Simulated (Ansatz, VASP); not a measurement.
# Two plane-wave programs on Be2C

```
Be C
1.0
     0.00000    2.16500    2.16500
     2.16500    0.00000    2.16500
     2.16500    2.16500    0.00000
Be C
2 1
Direct
  0.25000 0.25000 0.25000
  0.75000 0.75000 0.75000
  0.00000 0.00000 0.00000
```

Alike in both runs: task relaxation of cell and atoms; functional LDA; k mesh 8 × 8 × 8; occupations gaussian, width 0.1 eV; no spin polarisation.

|  | VASP | Ansatz |
| --- | --- | --- |
| version | VASP 6.6.1 | Ansatz 0.2.0 |
| potentials or method | VASP PAW LDA potentials, release 64 (Be, C) | scalar-relativistic, plane waves, PAW |
| plane-wave cutoff (eV) | 600 | 420 |
| valence electrons in the cell | 8 | 8 |

```csv
,VASP,Ansatz,Ansatz less VASP
"gap on the k mesh at the Fermi level, each at its own relaxed structure (eV)",1.20,1.20,+0.008
relaxed volume (Å³/atom),6.49,6.48,-0.018
relaxed cell length with the largest relative difference (Å),3.020,3.017,-0.0028
energy change over the relaxation (meV/atom),-7,-8,-0.8
```

 As with any semilocal functional, this LDA gap is likely too small. A k mesh can miss the band edges.
